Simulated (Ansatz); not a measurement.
**Hg (simple hexagonal type): how the settings move a single-point run**

How sensitive is a single-point run of Hg (simple hexagonal type) to its settings? A reference run comes first, then one run with altered input.

Method: reference: DFT, PBE, PAW with Ansatz's default frozen-core files, scalar-relativistic, in Ansatz 0.2.0.

### Step 1. Starting point

It takes space group P6/mmm (No. 191, hexagonal). Conventional cell: a = 3.154 Å, b = 3.154 Å, c = 2.956 Å, α = 90.00°, β = 90.00°, γ = 120.00°. Hg (site symmetry 6/mmm) is surrounded by 8 Hg at 2.96 to 3.15 Å.

Coordinates:

```cif
data_structure
_symmetry_space_group_name_H-M 'P 1'
_symmetry_Int_Tables_number 1
_cell_length_a 3.1544
_cell_length_b 3.1544
_cell_length_c 2.9555
_cell_angle_alpha 90.000
_cell_angle_beta 90.000
_cell_angle_gamma 120.000
_cell_volume 25.47
loop_
_atom_site_label
_atom_site_type_symbol
_atom_site_fract_x
_atom_site_fract_y
_atom_site_fract_z
_atom_site_occupancy
Hg1 Hg 0.00000 0.00000 0.00000 1
```

### Step 2. Reference

input.yaml

```yaml
crystal:
  lattice:
    - [3.1543883383, 0.0, 0.0]
    - [-1.5771941692, 2.7317804344, 0.0]
    - [0.0, 0.0, 2.9555001537]
  atoms:
    - { symbol: Hg, position: [0.0, 0.0, 0.0] }
kpoints:
  mp_grid: { grid: [13, 13, 12] }
scf:
  occupations: { method: fermi_dirac, width: 0.1 }
hamiltonian:
  xc: pbe
  pseudopotentials: { kind: paw }
output:
  forces: true
  stress: true
  eigenvalues: true
  populations: true
```

Started as:

```sh
$ ansatz run input.yaml --threads 1 --pin off --max-ram 2048MiB --backend cpu --events-out ev --progress --plain --runs-dir out
```

### Step 3. Variant: occupations.method cold, occupations.width 0.2

Changes to input.yaml since step 2:

```diff
@@ -10,3 +10,3 @@
 scf:
-  occupations: { method: fermi_dirac, width: 0.1 }
+  occupations: { method: cold, width: 0.2 }
 hamiltonian:
```

Q: Predict the outcome of this session. Wanted: for each run, ending; energy change; pressure; gap; force.

The runs gave:

| run | ending | energy change | pressure (GPa) | gap (eV) | force (eV/Å) | cycles | time |
| --- | --- | --- | --- | --- | --- | --- | --- |
| reference | converged | 0 | 3.0 | 0.00 | 0.00 | 6 | 1.5 s |
| 1: occupations.method cold, occupations.width 0.2 | converged | +0.2 meV/atom (σ→0) | 3.0 | 0.00 | 0.00 | 5 | 1.4 s |

Residual by cycle in the longest SCF loop of each run; runs are numbered as in the table. The quantity is the density residual dr2, in eV.

| cycle | reference | run 1 |
| --- | --- | --- |
| 1 | 2.6e-4 | 2.6e-4 |
| 2 | 1.3e-4 | 1.3e-4 |
| 3 | 7.0e-6 | 7.2e-6 |
| 4 | 4.6e-7 | 4.6e-7 |
| 5 | 1.4e-8 | 1.2e-8 |
| 6 | 2.1e-10 | - |

**Reading.** Changing the smearing leaves the energy as it was (+0.2 meV/atom). Cost: 5 SCF cycles against 6.
